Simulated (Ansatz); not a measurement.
# CdTe: a point defect seen from the nuclei (H on a Te site), part 2 of 2

Aim: the field gradients at and around a point defect: H on a Te site in CdTe, cell charge +1. The cell is a supercell built from a structure deposited in the COD (the entry's cell lengths or inner coordinates differ somewhat from later room-temperature determinations). Planned: a single point, then a relaxation.

Ansatz 0.2.0; DFT, PBE, plane-wave PAW, default files, scalar-relativistic. Earlier steps stand in the parts before.

### Step 3. Ions relaxed

The COD entry's cell or inner coordinates are ideal or old and differ from later refinements, so a difference from it is no clean test against experiment.

The input, input.yaml:

```yaml
crystal:
  lattice:
    - [0.0, 9.615, 9.615]
    - [9.615, 0.0, 9.615]
    - [9.615, 9.615, 0.0]
  atoms:
    - { symbol: Cd, position: [0.0, 0.0, 0.0] }
    - { symbol: Cd, position: [0.0, 0.0, 0.3333333333] }
    - { symbol: Cd, position: [0.0, 0.0, 0.6666666667] }
    - { symbol: Cd, position: [0.0, 0.3333333333, 0.0] }
    - { symbol: Cd, position: [0.0, 0.3333333333, 0.3333333333] }
    - { symbol: Cd, position: [0.0, 0.3333333333, 0.6666666667] }
    - { symbol: Cd, position: [0.0, 0.6666666667, 0.0] }
    - { symbol: Cd, position: [0.0, 0.6666666667, 0.3333333333] }
    - { symbol: Cd, position: [0.0, 0.6666666667, 0.6666666667] }
    - { symbol: Cd, position: [0.3333333333, 0.0, 0.0] }
    - { symbol: Cd, position: [0.3333333333, 0.0, 0.3333333333] }
    - { symbol: Cd, position: [0.3333333333, 0.0, 0.6666666667] }
    - { symbol: Cd, position: [0.3333333333, 0.3333333333, 0.0] }
    - { symbol: Cd, position: [0.3333333333, 0.3333333333, 0.3333333333] }
    - { symbol: Cd, position: [0.3333333333, 0.3333333333, 0.6666666667] }
    - { symbol: Cd, position: [0.3333333333, 0.6666666667, 0.0] }
    - { symbol: Cd, position: [0.3333333333, 0.6666666667, 0.3333333333] }
    - { symbol: Cd, position: [0.3333333333, 0.6666666667, 0.6666666667] }
    - { symbol: Cd, position: [0.6666666667, 0.0, 0.0] }
    - { symbol: Cd, position: [0.6666666667, 0.0, 0.3333333333] }
    - { symbol: Cd, position: [0.6666666667, 0.0, 0.6666666667] }
    - { symbol: Cd, position: [0.6666666667, 0.3333333333, 0.0] }
    - { symbol: Cd, position: [0.6666666667, 0.3333333333, 0.3333333333] }
    - { symbol: Cd, position: [0.6666666667, 0.3333333333, 0.6666666667] }
    - { symbol: Cd, position: [0.6666666667, 0.6666666667, 0.0] }
    - { symbol: Cd, position: [0.6666666667, 0.6666666667, 0.3333333333] }
    - { symbol: Cd, position: [0.6666666667, 0.6666666667, 0.6666666667] }
    - { symbol: H, position: [0.0833333333, 0.0833333333, 0.0833333333] }
    - { symbol: Te, position: [0.0833333333, 0.0833333333, 0.4166666667] }
    - { symbol: Te, position: [0.0833333333, 0.0833333333, 0.75] }
    - { symbol: Te, position: [0.0833333333, 0.4166666667, 0.0833333333] }
    - { symbol: Te, position: [0.0833333333, 0.4166666667, 0.4166666667] }
    - { symbol: Te, position: [0.0833333333, 0.4166666667, 0.75] }
    - { symbol: Te, position: [0.0833333333, 0.75, 0.0833333333] }
    - { symbol: Te, position: [0.0833333333, 0.75, 0.4166666667] }
    - { symbol: Te, position: [0.0833333333, 0.75, 0.75] }
    - { symbol: Te, position: [0.4166666667, 0.0833333333, 0.0833333333] }
    - { symbol: Te, position: [0.4166666667, 0.0833333333, 0.4166666667] }
    - { symbol: Te, position: [0.4166666667, 0.0833333333, 0.75] }
    - { symbol: Te, position: [0.4166666667, 0.4166666667, 0.0833333333] }
    - { symbol: Te, position: [0.4166666667, 0.4166666667, 0.4166666667] }
    - { symbol: Te, position: [0.4166666667, 0.4166666667, 0.75] }
    - { symbol: Te, position: [0.4166666667, 0.75, 0.0833333333] }
    - { symbol: Te, position: [0.4166666667, 0.75, 0.4166666667] }
    - { symbol: Te, position: [0.4166666667, 0.75, 0.75] }
    - { symbol: Te, position: [0.75, 0.0833333333, 0.0833333333] }
    - { symbol: Te, position: [0.75, 0.0833333333, 0.4166666667] }
    - { symbol: Te, position: [0.75, 0.0833333333, 0.75] }
    - { symbol: Te, position: [0.75, 0.4166666667, 0.0833333333] }
    - { symbol: Te, position: [0.75, 0.4166666667, 0.4166666667] }
    - { symbol: Te, position: [0.75, 0.4166666667, 0.75] }
    - { symbol: Te, position: [0.75, 0.75, 0.0833333333] }
    - { symbol: Te, position: [0.75, 0.75, 0.4166666667] }
    - { symbol: Te, position: [0.75, 0.75, 0.75] }
total_charge: 1
kpoints:
  mp_grid: { grid: [2, 2, 2] }
scf:
  occupations: { method: fermi_dirac, width: 0.01 }
hamiltonian:
  xc: pbe
  pseudopotentials: { kind: paw }
output:
  forces: true
  stress: true
  populations: true
  efg:
    quadrupole_moments_barn: { H: 0.00285783 }
    contact_densities: true
relax:
  f_tol: 0.03
  max_steps: 40
```

Run with:

```console
$ ansatz run input.yaml --threads 4 --pin off --max-ram 10240MiB --backend cpu --events-out ev --progress --plain --runs-dir out
```

Output:

```text
Warning: output.stress: scf.convergence.dr2_threshold = 1e-7 eV (the SCF's general default) is looser than the 5.4e-9 eV advised for a printed stress (1e-10 eV for each atom of the cell: 54). What an SCF threshold leaves in a stress goes as its square root, and in the free energy as the threshold itself, and one threshold admits the most on a small cell: of the crystals measured, under no hybrid functional and no lock of the moments, on runs that ended without the residual-converged pass, on stresses that held no estimate of that error, the worst erred by over 100 MPa in a component at 1e-7 eV an atom and by under 5 at 1e-10. Every solve of this run answers to scf.convergence.dr2_threshold, and the tensor of one is reported: a single SCF on the reported geometry and on this run's grids (its basis.xc_grid and basis.ecutrho_ratio typed), with scf.convergence.dr2_threshold at 5.4e-9 eV or tighter, prints it and tightens no other solve. Else set scf.convergence.dr2_threshold to 5.4e-9 eV or tighter. The threshold is an SCF's pass mark: one that does not reach it within its budget of iterations ends unconverged, or closes short of it on a stop that the run arms, and scf.convergence.dr2_threshold's page says what that costs each kind of run
Warning: RAYON_NUM_THREADS=4 ignored (pool sized by the plan → 4); use --threads N
Cd, Te: output.efg is read without spin–orbit coupling, which moves field gradients at and beside such atoms by some per cent and up to a factor of two; PAW files take it under magnetization.noncollinear and magnetization.spin_orbit
[... 10 set-up lines as earlier in the session ...]
Crystal: 54 atoms, lattice volume = 1777.779 Å³
Basis set: ecut = 420 eV, 34717 PW (Γ), exchange–correlation on 192×192×192 points (8 copies of the dense FFT grid, shifted against one another)
Bands: 574, of which v1, the nominal top of the filled ones, is band 478 counted from 1 (477 counted from 0)
[... 2 set-up lines as earlier in the session ...]
k-points: 3 of 8
[... 10 set-up lines as earlier in the session ...]
SCF iter   1: F=—  HF=-404393.406525 eV  |F-HF|=—  |Δ(HF+E_count)|=         —  Δρ=5.06e-3  dr2=5.20e-1  ethr=1.77e-3  ⟨swp⟩=6.0  Hψ=6136  notcnv=0  defer=105
preconditioner: auto → Resta (q_TF=auto, 2.460 Å⁻¹)  ε∞=3.9  [insulator: Δε(μ)=1.025 eV  Ē_g=11.305 eV  σ=0.010 eV  W_gap=1.00  n_scr=458 (ndim 8)  ℏωp=19.3 eV  f_vac=0.184  D(μ)=0.00/eV (n_scr^D=0)  ε∞_Penn≈3.9]
SCF iter   2: F=—  HF=-404393.257399 eV  |F-HF|=—  |Δ(HF+E_count)|=   1.49e-1  Δρ=1.11e-3  dr2=3.84e-2  ethr=5.44e-5  ⟨swp⟩=2.3  Hψ=2697  notcnv=0  defer=266
SCF iter   3: F=—  HF=-404393.250359 eV  |F-HF|=—  |Δ(HF+E_count)|=   7.04e-3  Δρ=5.41e-4  dr2=9.30e-3  ethr=4.02e-6  ⟨swp⟩=2.3  Hψ=2187  notcnv=0  defer=266
SCF iter   4: F=—  HF=-404393.249201 eV  |F-HF|=—  |Δ(HF+E_count)|=   1.16e-3  Δρ=1.44e-4  dr2=5.95e-4  ethr=9.73e-7  ⟨swp⟩=2.0  Hψ=2287  notcnv=0  defer=266
SCF iter   5: F=—  HF=-404393.249400 eV  |F-HF|=—  |Δ(HF+E_count)|=   1.99e-4  Δρ=4.86e-5  dr2=7.62e-5  ethr=6.22e-8  ⟨swp⟩=2.0  Hψ=2251  notcnv=0  defer=266
SCF iter   6: F=-404393.249459 eV  HF=-404393.249453 eV  |F-HF|=5.27e-6  |Δ(HF+E_count)|=   5.29e-5  Δρ=2.06e-5  dr2=9.20e-6  ethr=2.35e-9  ⟨swp⟩=4.0  Hψ=5214  notcnv=0
SCF 1 converged in 6 iterations: F = -404393.249459 eV  dr2 = 9.20e-6
relax step   1: F+E_penalty+E_count = -404393.24945863 eV  Δ(F+E_penalty+E_count) = +0.000e0 eV  max|allowed force component| = 1.913e-1 eV/Å  Δτ_max = 0.0000 Å  (6 SCF iters, dr2 threshold 2.25e-5 eV, accepted)
[... 12 lines left out ...]
relax step   2: F+E_penalty+E_count = -404393.47544373 eV  Δ(F+E_penalty+E_count) = -2.260e-1 eV  max|allowed force component| = 1.531e-1 eV/Å  Δτ_max = 0.1950 Å  (7 SCF iters, dr2 threshold 2.29e-6 eV, accepted)
[... 9 lines left out ...]
relax step   3: F+E_penalty+E_count = -404393.56650382 eV  Δ(F+E_penalty+E_count) = -9.106e-2 eV  max|allowed force component| = 5.142e-2 eV/Å  Δτ_max = 0.0883 Å  (7 SCF iters, dr2 threshold 1.46e-6 eV, accepted)
[... 9 lines left out ...]
relax step   4: F+E_penalty+E_count = -404393.57479571 eV  Δ(F+E_penalty+E_count) = -8.292e-3 eV  max|allowed force component| = 1.481e-2 eV/Å  Δτ_max = 0.0279 Å  (7 SCF iters, accepted)
NSCF: frozen V_eff on 3 k-points
the band table was solved once a step of the walk had ended and its energy, with any forces and stress, was formed, with the checks that follow a solve (6229 applications of the Hamiltonian). They found nothing against the state; the energy, forces and stress were not computed again (output.eigenvalues in the input reference)
SCF converged after 7 iterations
Free energy (F): -404393.574796 eV
Harris-Foulkes:  -404393.574796 eV  (|F-HF|=2.43e-8)
Internal energy: -404393.574796 eV  (E = F + TS)
E sigma→0 (E₀):  -404393.574796 eV
Fermi energy:    8.101857 eV
--- Per-component energies (eV) ---
[... 15 lines left out ...]
--- Forces (eV/Å), atoms counted from 1 ---
  atom   1  Cd    -0.00479430    -0.00479430    -0.00479430
  atom   2  Cd     0.00479430     0.00479430    -0.00479430
  atom   3  Cd     0.00000000    -0.00000000    -0.01481240
  atom   4  Cd     0.00479430    -0.00479430     0.00479430
  atom   5  Cd    -0.00441133    -0.00151584    -0.00151584
  atom   6  Cd     0.00151584     0.00441133    -0.00151584
[... 48 lines left out ...]
  max |Σ_I F_I| component: 3.43e-16 eV/Å
--- Stress (GPa, compression-positive) ---
        3.247114       0.000000      -0.000000
       -0.000000       3.247114       0.000000
       -0.000000       0.000000       3.247114
  P = ⅓ Tr σ = 3.2471 GPa (32.471 kbar)
--- PAW observables at the nuclei: V_zz in 10²¹ V/m², potentials from the cell's mean, atoms counted from 1 ---
  atom   1  Cd V_zz =   +10.696687   η = 0.0000   by run symmetry: allowed
            electrostatic potential = -7704.135144 V   contact ρ = 1035921.200308 e/Å³
  atom   2  Cd V_zz =   +10.696687   η = 0.0000   by run symmetry: allowed
            electrostatic potential = -7704.135144 V   contact ρ = 1035921.200308 e/Å³
  atom   3  Cd V_zz =    -2.670594   η = 0.0145   by run symmetry: allowed
            electrostatic potential = -7704.513882 V   contact ρ = 1035920.973577 e/Å³
  atom   4  Cd V_zz =   +10.696687   η = 0.0000   by run symmetry: allowed
            electrostatic potential = -7704.135144 V   contact ρ = 1035921.200308 e/Å³
  atom   5  Cd V_zz =    +0.942915   η = 0.1820   by run symmetry: allowed
            electrostatic potential = -7704.640239 V   contact ρ = 1035922.110109 e/Å³
  atom   6  Cd V_zz =    +0.942915   η = 0.1820   by run symmetry: allowed
            electrostatic potential = -7704.640239 V   contact ρ = 1035922.110109 e/Å³
  atom   7  Cd V_zz =    -2.670594   η = 0.0145   by run symmetry: allowed
            electrostatic potential = -7704.513882 V   contact ρ = 1035920.973577 e/Å³
  atom   8  Cd V_zz =    +0.942915   η = 0.1820   by run symmetry: allowed
            electrostatic potential = -7704.640239 V   contact ρ = 1035922.110109 e/Å³
  atom   9  Cd V_zz =    -2.670594   η = 0.0145   by run symmetry: allowed
            electrostatic potential = -7704.513882 V   contact ρ = 1035920.973577 e/Å³
  atom  10  Cd V_zz =   +10.696687   η = 0.0000   by run symmetry: allowed
            electrostatic potential = -7704.135144 V   contact ρ = 1035921.200308 e/Å³
  atom  11  Cd V_zz =    +0.942915   η = 0.1820   by run symmetry: allowed
            electrostatic potential = -7704.640239 V   contact ρ = 1035922.110109 e/Å³
  atom  12  Cd V_zz =    +0.942915   η = 0.1820   by run symmetry: allowed
            electrostatic potential = -7704.640239 V   contact ρ = 1035922.110109 e/Å³
  atom  13  Cd V_zz =    +0.942915   η = 0.1820   by run symmetry: allowed
            electrostatic potential = -7704.640239 V   contact ρ = 1035922.110109 e/Å³
  atom  14  Cd V_zz =    +0.000000   η = 0.0000   by run symmetry: forbidden
            electrostatic potential = -7704.653019 V   contact ρ = 1035922.440985 e/Å³
  atom  15  Cd V_zz =    +0.942915   η = 0.1820   by run symmetry: allowed
            electrostatic potential = -7704.640239 V   contact ρ = 1035922.110109 e/Å³
  atom  16  Cd V_zz =    +0.942915   η = 0.1820   by run symmetry: allowed
            electrostatic potential = -7704.640239 V   contact ρ = 1035922.110109 e/Å³
  atom  17  Cd V_zz =    +0.942915   η = 0.1820   by run symmetry: allowed
            electrostatic potential = -7704.640239 V   contact ρ = 1035922.110109 e/Å³
  atom  18  Cd V_zz =    +0.587381   η = 0.0000   by run symmetry: allowed
            electrostatic potential = -7704.693456 V   contact ρ = 1035922.113470 e/Å³
  atom  19  Cd V_zz =    -2.670594   η = 0.0145   by run symmetry: allowed
            electrostatic potential = -7704.513882 V   contact ρ = 1035920.973577 e/Å³
  atom  20  Cd V_zz =    +0.942915   η = 0.1820   by run symmetry: allowed
            electrostatic potential = -7704.640239 V   contact ρ = 1035922.110109 e/Å³
  atom  21  Cd V_zz =    -2.670594   η = 0.0145   by run symmetry: allowed
            electrostatic potential = -7704.513882 V   contact ρ = 1035920.973577 e/Å³
  atom  22  Cd V_zz =    +0.942915   η = 0.1820   by run symmetry: allowed
            electrostatic potential = -7704.640239 V   contact ρ = 1035922.110109 e/Å³
  atom  23  Cd V_zz =    +0.942915   η = 0.1820   by run symmetry: allowed
            electrostatic potential = -7704.640239 V   contact ρ = 1035922.110109 e/Å³
  atom  24  Cd V_zz =    +0.587381   η = 0.0000   by run symmetry: allowed
            electrostatic potential = -7704.693456 V   contact ρ = 1035922.113470 e/Å³
  atom  25  Cd V_zz =    -2.670594   η = 0.0145   by run symmetry: allowed
            electrostatic potential = -7704.513882 V   contact ρ = 1035920.973577 e/Å³
  atom  26  Cd V_zz =    +0.587381   η = 0.0000   by run symmetry: allowed
            electrostatic potential = -7704.693456 V   contact ρ = 1035922.113470 e/Å³
  atom  27  Cd V_zz =    +0.587381   η = 0.0000   by run symmetry: allowed
            electrostatic potential = -7704.693456 V   contact ρ = 1035922.113470 e/Å³
  atom  28  H  V_zz =    +0.000000   η = 0.0000   by run symmetry: forbidden   C_q = +0.0000 MHz
            electrostatic potential = -42.064515 V   contact ρ = 2.367693 e/Å³
  atom  29  Te V_zz =   +13.943344   η = 0.1164   by run symmetry: allowed
            electrostatic potential = -8646.591548 V   contact ρ = 1468715.885973 e/Å³
  atom  30  Te V_zz =   +13.943344   η = 0.1164   by run symmetry: allowed
            electrostatic potential = -8646.591548 V   contact ρ = 1468715.885973 e/Å³
  atom  31  Te V_zz =   +13.943344   η = 0.1164   by run symmetry: allowed
            electrostatic potential = -8646.591548 V   contact ρ = 1468715.885973 e/Å³
  atom  32  Te V_zz =    -1.794932   η = 0.0000   by run symmetry: allowed
            electrostatic potential = -8646.694205 V   contact ρ = 1468712.050918 e/Å³
  atom  33  Te V_zz =   +13.943344   η = 0.1164   by run symmetry: allowed
            electrostatic potential = -8646.591548 V   contact ρ = 1468715.885973 e/Å³
  atom  34  Te V_zz =   +13.943344   η = 0.1164   by run symmetry: allowed
            electrostatic potential = -8646.591548 V   contact ρ = 1468715.885973 e/Å³
  atom  35  Te V_zz =   +13.943344   η = 0.1164   by run symmetry: allowed
            electrostatic potential = -8646.591548 V   contact ρ = 1468715.885973 e/Å³
  atom  36  Te V_zz =    -2.986814   η = 0.0000   by run symmetry: allowed
            electrostatic potential = -8646.703044 V   contact ρ = 1468713.369048 e/Å³
  atom  37  Te V_zz =   +13.943344   η = 0.1164   by run symmetry: allowed
            electrostatic potential = -8646.591548 V   contact ρ = 1468715.885973 e/Å³
  atom  38  Te V_zz =    -1.794932   η = 0.0000   by run symmetry: allowed
            electrostatic potential = -8646.694205 V   contact ρ = 1468712.050918 e/Å³
  atom  39  Te V_zz =   +13.943344   η = 0.1164   by run symmetry: allowed
            electrostatic potential = -8646.591548 V   contact ρ = 1468715.885973 e/Å³
  atom  40  Te V_zz =    -1.794932   η = 0.0000   by run symmetry: allowed
            electrostatic potential = -8646.694205 V   contact ρ = 1468712.050918 e/Å³
  atom  41  Te V_zz =    -1.794932   η = 0.0000   by run symmetry: allowed
            electrostatic potential = -8646.694205 V   contact ρ = 1468712.050918 e/Å³
  atom  42  Te V_zz =    -0.627791   η = 0.9042   by run symmetry: allowed
            electrostatic potential = -8646.781035 V   contact ρ = 1468712.163918 e/Å³
  atom  43  Te V_zz =   +13.943344   η = 0.1164   by run symmetry: allowed
            electrostatic potential = -8646.591548 V   contact ρ = 1468715.885973 e/Å³
  atom  44  Te V_zz =    -0.627791   η = 0.9042   by run symmetry: allowed
            electrostatic potential = -8646.781035 V   contact ρ = 1468712.163918 e/Å³
  atom  45  Te V_zz =    -0.627791   η = 0.9042   by run symmetry: allowed
            electrostatic potential = -8646.781035 V   contact ρ = 1468712.163918 e/Å³
  atom  46  Te V_zz =   +13.943344   η = 0.1164   by run symmetry: allowed
            electrostatic potential = -8646.591548 V   contact ρ = 1468715.885973 e/Å³
  atom  47  Te V_zz =   +13.943344   η = 0.1164   by run symmetry: allowed
            electrostatic potential = -8646.591548 V   contact ρ = 1468715.885973 e/Å³
  atom  48  Te V_zz =    -2.986814   η = 0.0000   by run symmetry: allowed
            electrostatic potential = -8646.703044 V   contact ρ = 1468713.369048 e/Å³
  atom  49  Te V_zz =   +13.943344   η = 0.1164   by run symmetry: allowed
            electrostatic potential = -8646.591548 V   contact ρ = 1468715.885973 e/Å³
  atom  50  Te V_zz =    -0.627791   η = 0.9042   by run symmetry: allowed
            electrostatic potential = -8646.781035 V   contact ρ = 1468712.163918 e/Å³
  atom  51  Te V_zz =    -0.627791   η = 0.9042   by run symmetry: allowed
            electrostatic potential = -8646.781035 V   contact ρ = 1468712.163918 e/Å³
  atom  52  Te V_zz =    -2.986814   η = 0.0000   by run symmetry: allowed
            electrostatic potential = -8646.703044 V   contact ρ = 1468713.369048 e/Å³
  atom  53  Te V_zz =    -0.627791   η = 0.9042   by run symmetry: allowed
            electrostatic potential = -8646.781035 V   contact ρ = 1468712.163918 e/Å³
  atom  54  Te V_zz =    -2.986814   η = 0.0000   by run symmetry: allowed
            electrostatic potential = -8646.703044 V   contact ρ = 1468713.369048 e/Å³
--- Band table (eV) ---
[... 3 lines left out ...]
--- Relaxed structure (4 steps of the walk, 4 accepted, 0 SCFs on fresh bases) ---
  F+E_penalty+E_count = -404393.57479571 eV   max|allowed force component| = 1.481e-2 eV/Å
  atoms:
[... 54 lines left out ...]
--- Löwdin populations: 54 sites ---
  site symbol       q [e]
[... 54 lines left out ...]
  spilling = 0.006060 (of n_electrons = 956.000000)
```

Wall time 7 min (4 threads of Arm Neoverse V1, shared host); peak memory 6.1 GiB.

Step by step:

```tsv
step	energy change (eV)	largest force component (eV/Å)
1	0.0000	0.191
2	-0.2260	0.153
3	-0.3170	0.051
4	-0.3253	0.015
```

Largest displacement: 0.311 Å (atom 1 and its like, Cd); mean 0.047 Å.

At the end: gap on the mesh 0.87 eV, largest force 0.015 eV/Å, pressure 3.2 GPa.

Beside the values of step 2 (V_zz in 10²¹ V/m²):

```tsv
site	atoms	V_zz, PBE	V_zz, PBE relaxed	η, PBE	η, PBE relaxed
H	28	0.00	0.00	–	–
Cd1	1, 2, 4, …	14.75	10.70	0.00	0.00
Te29	29, 30, 31, …	8.30	13.94	0.12	0.12
Cd5	5, 6, 8, …	-0.49	0.94	0.73	0.18
Te42	42, 44, 45, …	-0.50	-0.63	0.52	0.90
Cd3	3, 7, 9, …	-1.03	-2.67	0.34	0.01
Te36	36, 48, 52, …	-1.57	-2.99	0.00	0.00
Te32	32, 38, 40, …	-1.26	-1.79	0.00	0.00
Cd18	18, 24, 26, …	0.13	0.59	0.00	0.00
Cd14	14	0.00	0.00	–	–
```

Like atoms gathered into sites:

```tsv
site	atoms	distance from the defect (Å)	V_zz (10²¹ V/m²)	η	C_Q (MHz)
H	28	0.00	0.00	–	0 (²H)
Cd1	1, 2, 4, 10	2.46	10.70	0.00	–
Te29	29, 30, 31, 33, …	4.45	13.94	0.12	–
Cd5	5, 6, 8, 11, …	5.32	0.94	0.18	–
Te42	42, 44, 45, 50, …	6.41	-0.63	0.90	–
Cd3	3, 7, 9, 19, …	6.98	-2.67	0.01	–
Te32	32, 38, 40, 41	7.85	-1.79	0.00	–
Te36	36, 48, 52, 54	7.85	-2.99	0.00	–
Cd14	14	8.33	0.00	–	–
Cd18	18, 24, 26, 27	8.33	0.59	0.00	–
```

Direction of the V_zz axis (Cartesian unit vector):

```tsv
site	atom	x	y	z
Cd1	1	0.58	0.58	0.58
Cd3	3	0.71	-0.71	0.00
Cd5	5	0.00	0.71	-0.71
Cd18	18	-0.58	0.58	0.58
Te29	29	0.71	0.71	0.07
Te32	32	-0.58	0.58	0.58
Te36	36	-0.58	0.58	0.58
```

The sizes of the gradients above 0.15 moved by 79 % in the median, over a factor of two at the site that moves most (small gradients counted from 0.15; Cd18, 0.13 to 0.59), with a change of sign at Cd5.

### Step 4. Summary of results

The summary covers parts 1 to 2.

| quantity | value |
| --- | --- |
| state (step 3) | gap on the mesh 0.87 eV, largest force 0.015 eV/Å, pressure 3.2 GPa |
| V_zz by site, step 3 (10²¹ V/m²) | H 0.00, Cd1 10.70, Te29 13.94, Cd5 0.94, Te42 -0.63, Cd3 -2.67, Te32 -1.79, Te36 -2.99, … |
| step 3 (ions relaxed) against step 2 | 79 % in the median, over a factor of two at the site that moves most (small gradients counted from 0.15; Cd18, 0.13 to 0.59), with a change of sign at Cd5 |

Site Te29 (4 Cd at 2.79–2.84 Å) carries the largest gradient. The runs allow no spin. The relaxation kept the symmetry F-43m, so a distorted place of lower energy may have been missed. Relaxing moved atoms by up to 0.31 Å and single gradients by over a factor of two in size at the worst site (79 % in the median) (gradients over 0.15 counted), so at some sites the starting positions were a poor guide. The defect repeats with the cell of 54 atoms, so it feels its images: sites between two images don't show the values beside a lone defect, and zeros or small values of η there can come from the images' arrangement. The relaxation keeps the site symmetry -43m of the start, so the impurity can't leave its site; a start off the site could end lower. A uniform background compensates the cell's charge. With a gap of 0.9 eV on this mesh, small gradients can still move by 0.1 × 10²¹ V/m² or more as the k-mesh gets denser. The gap, too, lacks spin–orbit coupling.

These are semilocal Kohn-Sham gaps, which aren't the measured quantity. Such gaps usually fall short of the measured ones; spin-orbit coupling, left out here, narrows gaps with Te, so the two errors partly cancel.
